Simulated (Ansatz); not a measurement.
# Gd: changing the fixed moment of the cell

Symmetry: P6_3/mmc, No. 194, hexagonal system. Conventional cell: a = 3.636 Å, b = 3.636 Å, c = 5.783 Å, α = 90.00°, β = 90.00°, γ = 120.00°. Around Gd (site symmetry -6m2) lie 12 Gd at 3.57 to 3.64 Å.

Kept alike: task single point; functional PBE; k mesh 7 × 7 × 4; occupations fermi-dirac, width 0.05 eV; collinear spin, ferromagnetic start. Program: Ansatz, Ansatz PAW, cutoff 420 eV. The mesh is that of the run's cell of 2 atoms. No spin-orbit coupling.

| run | pressure (GPa) | largest site moment (μB) | free energy over the lowest row (meV/atom) |
| --- | --- | --- | --- |
| A | 5.65 | 4.60 | 3010.82 |
| B | 4.02 | 2.34 | 4778.27 |
| C | 2.88 | 8.02 | 265.67 |
| D | 0.18 | 6.96 | 0.00 |
| E | 3.52 | 5.92 | 678.13 |
| F | 10.07 | 12.60 | 44796.03 |
| G | 3.09 | 9.20 | 6411.90 |

Pressure is positive in compression, with a Pulay correction for the finite cutoff. For a metal such a mesh leaves the last digits unconverged. The runs hold the magnetic state that their start led to, which needn't be the lowest. Site moments count inside each atom's sphere or projector.

Problem. The runs differ in the fixed moment of the cell alone: 3.5; 7; 10.5; 14; 17.5; 21; 28 μB. Which run is which?

Solution. Run A is 7 μB; run B is 3.5 μB; run C is 17.5 μB; run D is 14 μB; run E is 10.5 μB; run F is 28 μB; run G is 21 μB. The pressure runs from 0.18 (14) to 10.07 GPa (28). The largest site moment rises from 2.34 to 12.60 μB between 3.5 and 28 μB. The free energy is lowest at 14, and 44796.03 meV an atom higher at 28.
